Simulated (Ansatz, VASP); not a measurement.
Two plane-wave programs on Ge

```
CELL_PARAMETERS angstrom
4.06587 0.00000 0.00000
-2.03294 3.52115 0.00000
0.00000 0.00000 13.33633
ATOMIC_POSITIONS crystal
Ge 0.00000 0.00000 0.40677
Ge 0.00000 0.00000 0.59323
Ge 0.00000 0.00000 0.90677
Ge 0.00000 0.00000 0.09323
Ge 0.33333 0.66667 0.34420
Ge 0.66667 0.33333 0.65580
Ge 0.66667 0.33333 0.84420
Ge 0.33333 0.66667 0.15580
```

This isn't the form of Ge at room conditions, which is diamond.

Alike in both runs: functional PBE; k mesh 12 × 12 × 4; occupations gaussian, width 0.1 eV; no spin polarisation.

Ansatz relaxed the structure, and its values are those at the end. VASP's run is a single point on that final structure, the one shown.

```csv
,VASP,Ansatz
version,VASP 6.6.1,Ansatz 0.2.0
potentials or method,"VASP PAW PBE potentials, release 64 (Ge_d)","scalar-relativistic, plane waves, PAW"
plane-wave cutoff (eV),520,420
valence electrons in the cell,112,112
```

```csv
,VASP,Ansatz,Ansatz less VASP
gap on the k mesh at the Fermi level (eV),none,none,-
pressure (GPa),0.0,0.0,+0.02
```

A gap of «none» marks a metal or a gap that the smearing closes. With one functional, cell and mesh, what is left measures potentials, basis and numerics.
